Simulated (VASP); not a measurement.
A run of VASP 6.6.1:

File INCAR:

```
SYSTEM = AlN
PREC     = Accurate       ! precision mode
ENCUT    = 600            ! plane-wave cutoff, eV
EDIFF    = 1E-6           ! SCF threshold, eV
ISMEAR   = 0              ! smearing method
SIGMA    = 0.05           ! smearing width, eV
LREAL    = .False.        ! projectors in reciprocal space
LASPH    = .True.         ! aspherical terms in the spheres
NELM     = 60             ! most SCF steps
ALGO     = Normal         ! electronic algorithm
ISIF     = 3              ! what is computed and relaxed
LWAVE    = .False.        ! write WAVECAR
LCHARG   = .False.        ! write CHGCAR
GGA      = PS             ! functional
IBRION   = 2              ! ionic algorithm
NSW      = 40             ! ionic steps
EDIFFG   = -0.01          ! ionic threshold
```

File KPOINTS:

```
Automatic mesh
0
Gamma
  8 8 5
  0 0 0
```

File POSCAR:

```
AlN
1.0
    3.1130000000      0.0000000000      0.0000000000
   -1.5565000000      2.6959370820      0.0000000000
    0.0000000000      0.0000000000      4.9810000000
Al N
2 2
Direct
    0.3333333333      0.6666666667      0.0000000000
    0.6666666667      0.3333333333      0.5000000000
    0.3333333333      0.6666666667      0.3800000000
    0.6666666667      0.3333333333      0.8800000000
```

Potentials or basis: VASP PAW PBE potentials, release 64 (Al, N).

The run is started by

```console
$ cat potpaw_PBE.64/Al/POTCAR potpaw_PBE.64/N/POTCAR > POTCAR
$ mpirun -np 1 vasp_std > vasp.out
```

Hardware: 1 thread of Intel(R) Xeon(R) Platinum 8259CL CPU @ 2.50GHz (Skylake/Cascade Lake) (shared host).

**Question.** Estimate the wall time of this run.

**Answer.** It took 50 s on 1 thread of Intel(R) Xeon(R) Platinum 8259CL CPU @ 2.50GHz (Skylake/Cascade Lake), with other jobs on the host, peak memory 0.17 GiB. Counts: scf iterations 36, k points 30, ion steps 6.
